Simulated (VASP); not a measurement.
# PtS2 (P-3m1) in VASP: further runs

One crystal, PtS2, is run at these levels: PBE, PBEsol+D4; tasks: single point, relaxation of cell and atoms.

Everything below comes from runs of VASP 6.6.1. Logs are shortened: lines on timing, memory, paths and dates and some standing lists are left out, and cuts for length are marked.

## 1. The structure

The structure is trigonal, space group P-3m1 (No. 164). Conventional cell: a = 3.543 Å, b = 3.543 Å, c = 5.039 Å, α = 90.00°, β = 90.00°, γ = 120.00°. Around Pt (site symmetry -3m) lie 6 S at 2.34 Å. S (site symmetry 3m) is surrounded by 3 Pt at 2.34 Å.

## 2. Single point, PBE

File INCAR:

```
SYSTEM = PtS2
PREC = Accurate
ENCUT = 520
EDIFF = 1E-6
ISMEAR = 0
SIGMA = 0.028000000000000004
LREAL = .False.
LASPH = .True.
NELM = 80
ALGO = Normal
ISIF = 2
LWAVE = .False.
LCHARG = .True.
GGA = PE
LELF = .True.
LVHAR = .True.
NBANDS = 18
```

File KPOINTS:

```
Automatic mesh
0
Gamma
  9 9 5
  0 0 0
```

File POSCAR:

```
PtS2
1.0
    3.5432000000      0.0000000000      0.0000000000
   -1.7716000000      3.0685012107      0.0000000000
    0.0000000000      0.0000000000      5.0388000000
Pt S
1 2
Direct
    0.0000000000      0.0000000000      0.0000000000
    0.6666666667      0.3333333333      0.7730000000
    0.3333333333      0.6666666667      0.2270000000
```

Potentials or basis: VASP PAW PBE potentials, release 64 (Pt, S).

The run is started by

```bash
$ cat potpaw_PBE.64/Pt/POTCAR potpaw_PBE.64/S/POTCAR > POTCAR
$ mpirun -np 1 vasp_std > vasp.out
```

OUTCAR:

```text
SYSTEM = PtS2
   PREC = Accurate
   ENCUT = 520
   EDIFF = 1E-6
   ISMEAR = 0
   LREAL = .False.
   LASPH = .True.
   NELM = 80
   ISIF = 2
   GGA = PE

 ion  position               nearest neighbor table
   1  0.000  0.000  0.000-   2 2.34   3 2.34   2 2.34   3 2.34   2 2.34   3 2.34
   2  0.667  0.333  0.773-   1 2.34   1 2.34   1 2.34
   3  0.333  0.667  0.227-   1 2.34   1 2.34   1 2.34

  LATTYP: Found a hexagonal cell.
 ALAT       =     3.5432000000
 C/A-ratio  =     1.4221043125

  Lattice vectors:

 A1 = (   3.5432000000,   0.0000000000,   0.0000000000)
 A2 = (  -1.7716000000,   3.0685012107,   0.0000000000)
 A3 = (   0.0000000000,   0.0000000000,   5.0388000000)

Analysis of symmetry for initial positions (statically):
=====================================================================
 Subroutine PRICEL returns:
 Original cell was already a primitive cell.

 Routine SETGRP: Setting up the symmetry group for a
 hexagonal supercell.

 Subroutine GETGRP returns: Found 12 space group operations
 (whereof 12 operations were pure point group operations)
 out of a pool of 24 trial point group operations.

The static configuration has the point symmetry D_3d.

Analysis of symmetry for dynamics (positions and initial velocities):
=====================================================================
 Subroutine PRICEL returns:
 Original cell was already a primitive cell.

 Routine SETGRP: Setting up the symmetry group for a
 hexagonal supercell.

 Subroutine GETGRP returns: Found 12 space group operations
 (whereof 12 operations were pure point group operations)
 out of a pool of 24 trial point group operations.

The dynamic configuration has the point symmetry D_3d.

 Subroutine INISYM returns: Found 12 space group operations
 (whereof 12 operations are pure point group operations),
 and found     1 'primitive' translations

----------------------------------------------------------------------------------------

                                     Primitive cell

  volume of cell :      54.7834

  direct lattice vectors                    reciprocal lattice vectors
     3.543200000  0.000000000  0.000000000     0.282230752  0.162946001  0.000000000
    -1.771600000  3.068501211  0.000000000     0.000000000  0.325892001  0.000000000
     0.000000000  0.000000000  5.038800000     0.000000000  0.000000000  0.198459951

  length of vectors
     3.543200000  3.543200000  5.038800000     0.325892001  0.325892001  0.198459951

  position of ions in fractional coordinates (direct lattice)
     0.000000000  0.000000000  0.000000000
     0.666666667  0.333333333  0.773000000
     0.333333333  0.666666667  0.227000000

  ion indices of the primitive-cell ions
   primitive index   ion index
                 1           1
                 2           2
                 3           3

----------------------------------------------------------------------------------------

 KPOINTS: Automatic mesh

Automatic generation of k-mesh.
 Grid dimensions read from file:
 generate k-points for:    9    9    5

 Generating k-lattice:

  Cartesian coordinates                     Fractional coordinates (reciprocal lattice)
     0.031358972  0.018105111  0.000000000     0.111111111  0.000000000  0.000000000
     0.000000000  0.036210222  0.000000000     0.000000000  0.111111111  0.000000000
     0.000000000  0.000000000  0.039691990     0.000000000  0.000000000  0.200000000

  Length of vectors
     0.036210222  0.036210222  0.039691990

  Shift w.r.t. Gamma in fractional coordinates (k-lattice)
     0.000000000  0.000000000  0.000000000

 Subroutine IBZKPT returns following result:
 ===========================================

 Found     50 irreducible k-points:

 Following reciprocal coordinates:
            Coordinates               Weight
  0.000000  0.000000  0.000000      1.000000
  0.111111 -0.000000  0.000000      6.000000
  0.222222  0.000000  0.000000      6.000000
  0.333333  0.000000  0.000000      6.000000
  0.444444  0.000000  0.000000      6.000000
  0.111111  0.111111  0.000000      6.000000
[... 16 lines left out ...]
  0.222222  0.111111  0.200000     12.000000
 -0.111111  0.333333  0.200000     12.000000
 [... further k-points ...]
   k-points           NKPTS =     50   k-points in BZ     NKDIM =     50   number of bands    NBANDS=     18
   number of dos      NEDOS =    301   number of ions     NIONS =      3
   total plane-waves  NPLWV =  31360
   dimension x,y,z NGX =    28 NGY =   28 NGZ =   40
   dimension x,y,z NGXF=    56 NGYF=   56 NGZF=   80
   ions per type =               1   2
   NGX,Y,Z   is equivalent  to a cutoff of  13.14, 13.14, 13.20 a.u.
   NGXF,Y,Z  is equivalent  to a cutoff of  26.28, 26.28, 26.39 a.u.
 SYSTEM =  PtS2
   PREC   = accura    normal or accurate (medium, high low for compatibility)
   ISTART =      0    job   : 0-new  1-cont  2-samecut
   ICHARG =      2    charge: 1-file 2-atom 10-const
   ISPIN  =      1    spin polarized calculation?
   LNONCOLLINEAR =      F non collinear calculations
   LSORBIT =      F    spin-orbit coupling
   LASPH  =      T    aspherical Exc in radial PAW
   ENCUT  =  520.0 eV  38.22 Ry    6.18 a.u.   6.59  6.59  9.37*2*pi/ulx,y,z
   NELM   =     80;   NELMIN=  2; NELMDL= -5     # of ELM steps
   EDIFF  = 0.1E-05   stopping-criterion for ELM
   LREAL  =      F    real-space projection
   EDIFFG = 0.1E-04   stopping-criterion for IOM
   NSW    =      0    number of steps for IOM
   IBRION =     -1    ionic relax: 0-MD 1-quasi-New 2-CG
   NFREE  =      0    steps in history (QN), initial steepest desc. (CG)
   ISIF   =      2    stress and relaxation
   ISYM   =      2    0-nonsym 1-usesym 2-fastsym
   POTIM  = 0.5000    time-step for ionic-motion
   TEBEG  =    0.0;   TEEND  =   0.0 temperature during run
   PSTRESS=    0.0 pullay stress
   NELECT =      22.0000    total number of electrons
   NUPDOWN=      -1.0000    fix difference up-down
   EMIN   =  10.00;   EMAX   =-10.00  energy-range for DOS
   EFERMI =   0.00;   METHOD = LEGACY
   ISMEAR =     0;   SIGMA  =   0.03  broadening in eV -4-tet -1-fermi 0-gaus
   EFERMI_NEDOS =   21; number of points for ismear=-14 and -15
   IALGO  =     38    algorithm
   IMIX   =      4    mixing-type and parameters
     AMIX     =   0.40;   BMIX     =  1.00
     AMIX_MAG =   1.60;   BMIX_MAG =  1.00
  volume/ion in A,a.u.               =      18.26       123.23
  Fermi-wavevector in a.u.,A,eV,Ry     =   1.207812  2.282434 19.848315  1.458810
  Thomas-Fermi vector in A             =   2.343439
   LORBIT       =      0    0 simple, 1 ext, 2 COOP (PROOUT), +10 PAW based schemes
   GGA     = PE    functional components
   LHFCALC =     F    Hartree Fock is set to
   AEXX    =    0.0000 exact exchange contribution
   IVDW    =     0    specifies the selected vdW correction
   LEPSILON=     F    determine dielectric tensor
   LRPA    =     F    only Hartree local field effects (RPA)
 non-spin polarized calculation
 Gauss-broadening in eV      SIGMA  =   0.03
  energy-cutoff  :      520.00
  volume of cell :       54.78
 maximum number of plane-waves:      1507
 NGX is ok and might be reduce to    28
   NGX = 13   NGY = 13   NGZ = 19

 number of electron      22.0000001 magnetization

 Free energy of the ion-electron system (eV)
  ---------------------------------------------------
  ext. energy  EPLUGINS =         0.00000000
  ---------------------------------------------------
  free energy    TOTEN  =       -15.27141368 eV

  energy without entropy =      -15.27141368  energy(sigma->0) =      -15.27141368

 E-fermi :   6.9169     XC(G=0): -10.5745

 val. band max:        6.7357670062   @ k =   0.0000   0.2222   0.2000
 cond. band min:       7.7669776960   @ k =   0.0000   0.3333   0.2000
 fundamental gap:      1.0312106898
 Fermi energy:         6.9169321190

 k-point     1 :       0.0000    0.0000    0.0000
  band No.  band energies     occupation
      1      -8.8194      2.00000
      2      -5.5786      2.00000
      3      -0.2976      2.00000
      4      -0.2976      2.00000
      5      -0.1782      2.00000
      6       2.7626      2.00000
[... 10 lines left out ...]
     17      14.6631      0.00000
     18      18.7822      0.00000

 k-point     2 :       0.1111   -0.0000    0.0000
  band No.  band energies     occupation
      1      -8.6539      2.00000
      2      -5.6846      2.00000
      3      -0.1850      2.00000
      4      -0.1637      2.00000
      5      -0.0104      2.00000
      6       2.5209      2.00000
[... 10 lines left out ...]
     17      15.1855      0.00000
     18      17.7381      0.00000

 k-point     3 :       0.2222    0.0000    0.0000
  band No.  band energies     occupation
      1      -8.1895      2.00000
      2      -5.9387      2.00000
      3       0.1041      2.00000
      4       0.1113      2.00000
      5       0.5041      2.00000
      6       1.7653      2.00000
[... 10 lines left out ...]
     17      16.0837      0.00000
     18      16.1742      0.00000

 k-point     4 :       0.3333    0.0000    0.0000
  band No.  band energies     occupation
      1      -7.5400      2.00000
      2      -6.2218      2.00000
      3      -0.0362      2.00000
      4       0.4069      2.00000
      5       1.1965      2.00000
      6       1.3125      2.00000
[... 375 lines left out ...]
      4       0.0118      2.00000
      5       0.7683      2.00000
      6       2.1619      2.00000
[... 10 lines left out ...]
     17      16.0564      0.00000
     18      16.1815      0.00000

 k-point    23 :       0.2222    0.1111    0.2000
  band No.  band energies     occupation
      1      -7.6880      2.00000
      2      -6.2515      2.00000
      3       0.1348      2.00000
      4       0.2833      2.00000
      5       0.9028      2.00000
      6       1.7556      2.00000
[... 10 lines left out ...]
     17      16.0281      0.00000
     18      16.4172      0.00000

 k-point    24 :      -0.1111    0.3333    0.2000
  band No.  band energies     occupation
      1      -7.7133      2.00000
      2      -6.1973      2.00000
      3      -0.0473      2.00000
      4       0.2342      2.00000
      5       1.0575      2.00000
      6       1.5155      2.00000
[... 10 lines left out ...]
     17      15.2916      0.00000
     18      17.2616      0.00000

 [... further k-points ...]

------------------------ aborting loop because EDIFF is reached ----------------------------------------

  FORCE on cell =-STRESS in cart. coord.  units (eV):
  Direction    XX          YY          ZZ          XY          YZ          ZX
  --------------------------------------------------------------------------------------
  -------------------------------------------------------------------------------------
  Total        3.9549242      3.9549242      3.4478350      0.0000000      0.0000000      0.0000000
  in kB      115.6643856    115.6643856    100.8342271      0.0000000      0.0000000      0.0000000
  external PRESSURE =     110.7209994 kB  Pullay stress =       0.0000000 kB

 VOLUME and BASIS-vectors are now :
 -----------------------------------------------------------------------------
  energy-cutoff  :      520.00
  volume of cell :       54.78
      direct lattice vectors                 reciprocal lattice vectors
     3.543200000  0.000000000  0.000000000     0.282230752  0.162946001  0.000000000
    -1.771600000  3.068501211  0.000000000     0.000000000  0.325892001  0.000000000
     0.000000000  0.000000000  5.038800000     0.000000000  0.000000000  0.198459951

 POSITION                                       TOTAL-FORCE (eV/Angst)
 -----------------------------------------------------------------------------------
      0.00000      0.00000      0.00000        -0.000000      0.000000      0.000000
      1.77160      1.02283      3.89499         0.000000      0.000000     -1.212781
     -0.00000      2.04567      1.14381        -0.000000     -0.000000      1.212781
 -----------------------------------------------------------------------------------
    total drift:                                0.000000     -0.000000      0.000000

  FREE ENERGIE OF THE ION-ELECTRON SYSTEM (eV)
  ---------------------------------------------------
  free  energy   TOTEN  =       -15.2714136767 eV

  energy  without entropy=      -15.2714136767  energy(sigma->0) =      -15.27141368
```

Wall time 40 s (1 thread of Intel Xeon Platinum 8259CL at 2.50GHz (Skylake/Cascade Lake), shared host); peak memory 0.21 GiB.

Results:

```yaml
Free_energy: -15.2714 eV
Pressure: 11.1 GPa
Largest_force: 1.213 eV/Å
Band_gap_on_the_k_mesh: 1.03 eV, indirect (least direct gap 1.08 eV)
```

Forces in eV/Å, atoms in the order of the input:
```
Pt   0.000  0.000  0.000
S    0.000  0.000 -1.213
S    0.000  0.000  1.213
```

Caveat: spin-orbit coupling is left out, which moves the levels of the heavy elements; an odd mesh through Γ misses points on the zone boundary, where band edges often lie; forces of over 1 eV/Å show positions far from the minimum, so gaps and moduli don't describe the material at rest.

## 3. Relaxation of cell and atoms, PBEsol+D4

File INCAR:

```
ALGO     = Fast           # electronic algorithm
EDIFF    = 1E-6           # SCF threshold, eV
EDIFFG   = -0.02          # ionic threshold
ENCUT    = 600            # plane-wave cutoff, eV
GGA      = PS             # functional
IBRION   = 2              # ionic algorithm
ISIF     = 3              # what is computed and relaxed
ISMEAR   = -1             # smearing method
IVDW     = 13             # dispersion correction
LASPH    = T              # aspherical terms in the spheres
LCHARG   = F              # write CHGCAR
LREAL    = F              # projectors in reciprocal space
LWAVE    = F              # write WAVECAR
NELM     = 80             # most SCF steps
NSW      = 40             # ionic steps
PREC     = Accurate       # precision mode
SIGMA    = 0.05           # smearing width, eV
```

File KPOINTS:

```
k-points
0
Gamma
  9 9 5
```

POSCAR is that of step 2.

Potentials or basis: VASP PAW PBE potentials, release 64 (Pt, S).

The run is started by

```bash
$ cat potpaw_PBE.64/Pt/POTCAR potpaw_PBE.64/S/POTCAR > POTCAR
$ mpirun -np 1 vasp_std > vasp.out
```

It took 9.5 min on 1 thread of Intel Xeon Platinum 8259CL at 2.50GHz (Skylake/Cascade Lake), shared host; peak memory 0.22 GiB.

Results (log left out):

- Free energy: -17.8114 eV
- Relaxed volume: 16.48 Å³/atom
- Relaxed cell: a = 3.564 Å, b = 3.564 Å, c = 4.493 Å, α = 90.00°, β = 90.00°, γ = 120.00°
- Space group after relaxing (to 0.05 Å): P-3m1 (No. 164)
- Energy gained by relaxing: 42.1 meV/atom
- Ionic steps: 24
- Pressure after relaxing: 0.0 GPa
- Largest force after relaxing: 0.009 eV/Å
- Band gap on the k mesh: none (metal or under the smearing width)
- Dispersion energy per atom: -0.278 eV

Forces on the atoms (eV/Å):
```
Pt   0.000  0.000  0.000
S    0.000  0.000 -0.009
S    0.000  0.000  0.009
```

Step by step:
```tsv
step	energy change (eV)	largest force (eV/Å)	pressure (GPa)	volume (Å³)
1	0.0000	0.9376	4.05	54.78
2	0.0478	0.5086	-8.45	58.52
3	-0.0332	0.3277	-1.37	56.19
4	-0.0495	0.2193	-1.04	55.54
5	-0.0603	0.0540	-0.51	54.57
6	-0.0604	0.0315	-0.43	54.44
7	-0.0708	0.0990	0.21	53.68
8	-0.0929	0.3112	2.48	51.38
9	-0.0576	0.7154	9.33	46.78
10	-0.0926	0.4844	4.20	50.27
11	-0.0943	0.4761	4.14	50.22
12	-0.0993	0.4492	3.88	50.04
13	-0.1080	0.3954	3.45	49.69
14	-0.1190	0.2787	2.69	48.98
15	-0.1044	0.0147	1.78	47.50
16	-0.1199	0.2373	2.50	48.63
17	-0.1198	0.2131	2.38	48.49
18	-0.1223	0.1783	1.87	48.74
19	-0.1258	0.0769	0.28	49.46
20	-0.1259	0.0635	0.09	49.56
21	-0.1259	0.0606	0.05	49.58
22	-0.1260	0.0551	0.03	49.56
23	-0.1261	0.0397	0.00	49.52
24	-0.1263	0.0087	-0.03	49.44
```

Final structure:
```yaml
crystal:
  lattice:
    - [3.56449, 0.00000, 0.00000]
    - [-1.78225, 3.08694, 0.00000]
    - [0.00000, 0.00000, 4.49305]
  atoms:
    - { symbol: Pt, position: [0.00000, 0.00000, 0.00000] }
    - { symbol: S, position: [0.66667, 0.33333, 0.73509] }
    - { symbol: S, position: [0.33333, 0.66667, 0.26491] }
```

Levels at points of the mesh, in eV from the Fermi level:
```tsv
k point	band 8	band 9	band 10	band 11	band 12	band 13	band 14	band 15
(0.00, 0.00, 0.00)	-2.49	-1.60	-1.60	0.28	1.03	1.03	3.19	5.14
```

Caveat: the PAW data sets were made with another functional, which shifts forces and pressure a little; pairwise dispersion overbinds metals, which lowers pressure and volume. Spin-orbit coupling is left out, which matters for the levels of Pt.

## 4. For comparison

An earlier run on the cell as given: functional PBEsol; potentials or basis VASP PAW PBE potentials, release 64 (Pt, S); cutoff 520 eV; k mesh 9 × 9 × 5; occupations fermi-dirac, width 0.05 eV; no spin polarisation.

- Pressure: 6.1 GPa
- Largest force: 0.930 eV/Å
- Band gap on the k mesh: 0.96 eV, indirect (least direct gap 1.00 eV)

## 5. Overview

| task | level | cell | cutoff (eV) | smearing | ladder | gap on the mesh (eV) | pressure (GPa) | largest force (eV/Å) |
| --- | --- | --- | --- | --- | --- | --- | --- | --- |
| single point | PBE | as given | 520 | gaussian 0.028 eV | - | 1.03 | 11.1 | 1.21 |
| relaxation of cell and atoms | PBEsol+D4 | relaxed | 600 | fermi-dirac 0.05 eV | - | none | 0.0 | 0.01 |
| single point | PBEsol | as given | 520 | fermi-dirac 0.05 eV | free | 0.96 | 6.1 | 0.93 |

Alike in all rows: potentials or basis VASP PAW PBE potentials, release 64 (Pt, S); no spin polarisation; k mesh 9 × 9 × 5.

Caveats: spin-orbit coupling is left out, which moves the levels of the heavy elements (some runs); an odd mesh through Γ misses points on the zone boundary, where band edges often lie (some runs); the PAW data sets were made with another functional, which shifts forces and pressure a little (some runs); forces of over 1 eV/Å show positions far from the minimum, so gaps and moduli don't describe the material at rest (some runs); pairwise dispersion overbinds metals, which lowers pressure and volume (some runs).

Absolute energies hang on the potentials; compare differences alone.
